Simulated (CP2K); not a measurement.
The system is Nb.

```
Nb
1.0
     2.88205    0.00000    0.00000
    -0.96068    2.71722    0.00000
    -0.96068   -1.35861    2.35318
Nb
1
Cartesian
  0.0000 0.0000 0.0000
```

Base run:

| Quantity | Value |
| --- | --- |
| Program | CP2K 2026.2 |
| Functional | revPBE |
| Potentials or basis | POTENTIAL_UZH Nb GTH-PBE-q13; TZVP-MOLOPT-PBE-GTH basis |
| Density cutoff | 9184 eV |
| k mesh | 11 × 11 × 11 |
| Occupations | fermi-dirac, width 0.05 eV |
| Spin | no spin polarisation |

Its results: band gap on the k mesh none (metal or under the smearing width); pressure 0.8 GPa.

**Question.** After a change of settings the same cell gave: band gap on the k mesh none (metal or under the smearing width); pressure -3.5 GPa. Which change was it?
A. functional from revPBE to vdW-DF-cx
B. functional from revPBE to LDA
C. functional from revPBE to PBEsol
D. functional from revPBE to rev-vdW-DF2

**Answer.** D.

Caveats: the potentials were made for another functional, which shifts forces and pressure; the basis of atomic orbitals isn't converged, which shifts pressures, moduli and gaps.

Runs at the PBE level aren't shown here.
